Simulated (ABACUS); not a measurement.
## Rh: equation of state with SCAN

**Experimental background.**

“Thermal equation of state of rhodium characterized by XRD in a resistively heated diamond anvil cell”, 2024, pmc:11535440 quotes, for a bulk crystal of Rh: bulk modulus 264 ± 1 GPa.

Crystal: Rh.

```xyz
1
Lattice="0.0000 1.8979 1.8979 1.8979 0.0000 1.8979 1.8979 1.8979 0.0000" Properties=species:S:1:pos:R:3 pbc="T T T"
Rh    0.0000    0.0000    0.0000
```

```yaml
Program: ABACUS 3.10.1
Task: equation of state
Functional: SCAN
Potentials_or_basis: SG15 ONCV 1.2 PBE
Cutoff: 1401 eV
Density_cutoff: 5606 eV
Basis: plane waves
k_mesh: 8 × 8 × 8
Occupations: fermi-dirac, width 0.05 eV
Spin: no spin polarisation
Radial_cutoff_of_the_potentials_pseudo_rcut: 10 bohr
SCF_threshold_on_the_density: 1e-08
Max_SCF_steps: 100
Eigensolver: dav
Mixing: broyden
Mixing_share: 0.7
Symmetry_key: 1
```

```json
{"Equilibrium volume": "13.54 Å³/atom", "Bulk modulus": "297 GPa", "Pressure derivative of the bulk modulus": "5.2"}
```

Energy against volume, from the lowest point:
```
volume (Å³/atom)  energy (meV/atom)
          12.851              34.42
          13.125              11.07
          13.398               0.08
          13.671               0.00
          13.945               9.55
          14.218              27.60
          14.492              53.15
```

All runs of the series together: 2.5 min on 4 threads of Intel(R) Xeon(R) Platinum 8259CL CPU @ 2.50GHz (Skylake/Cascade Lake), with other jobs on the host.

A measured bulk modulus of Rh is 264 GPa (quoted in “Thermal equation of state of rhodium characterized by XRD in a resistively heated diamond anvil cell”, 2024, pmc:11535440); the calculated 297 GPa misses it by +12.4 %. The fit is for a static lattice scaled at fixed shape and fixed fractional positions.

Caveat: the potentials were made for another functional, which shifts forces and pressure.
